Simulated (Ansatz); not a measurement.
Set up this calculation in Ansatz 0.2.0, as the native input.

```
Task                : single point
Functional          : PBE
Potentials or basis : Ansatz PAW
Cutoff              : 420 eV (not typed: the program's choice for these potentials)
k mesh              : 13 × 13 × 13
Occupations         : gaussian, width 0.028 eV
Spin                : collinear spin, ferromagnetic start
Starting moments    : [3.0] μB
```

Crystal: Fe.

```xyz
1
Lattice="-1.4430 1.4430 1.4430 1.4430 -1.4430 1.4430 1.4430 1.4430 -1.4430" Properties=species:S:1:pos:R:3 pbc="T T T"
Fe    0.0000    0.0000    0.0000
```

These files were run (other wordings do the same):

input.yaml

```yaml
crystal:
  lattice:
    - [-1.443, 1.443, 1.443]
    - [1.443, -1.443, 1.443]
    - [1.443, 1.443, -1.443]
  atoms:
    - { symbol: Fe, position: [0.0, 0.0, 0.0], spin: 3.0 }
hamiltonian:
  xc: pbe
  pseudopotentials: { kind: paw }
magnetization:
  spin_polarized: true
kpoints:
  mp_grid: { grid: [13, 13, 13] }
scf:
  occupations: { method: gaussian, width: 0.028 }
output:
  forces: true
  stress: true
  eigenvalues: true
  write_density: true
  write_potential: true
  elf: true
  volumetric_format: npy
```

Potentials or basis: Ansatz PAW.

The run is started by

```sh
$ ansatz run input.yaml --threads 2 --pin off --max-ram 5632MiB --backend cpu --events-out ev --progress --plain --runs-dir out
```

Results of the run:

* Pressure: -9.5 GPa
* Band gap on the k mesh: none (metal or under the smearing width)
* Net moment: 2.25 μB per cell
* Absolute moment: 2.39 μB per cell
* Site moments: Fe +2.31 μB

It took 2.2 s on 2 threads of Intel(R) Xeon(R) Processor @ 2.70GHz, on a shared host, peak memory 0.32 GiB.
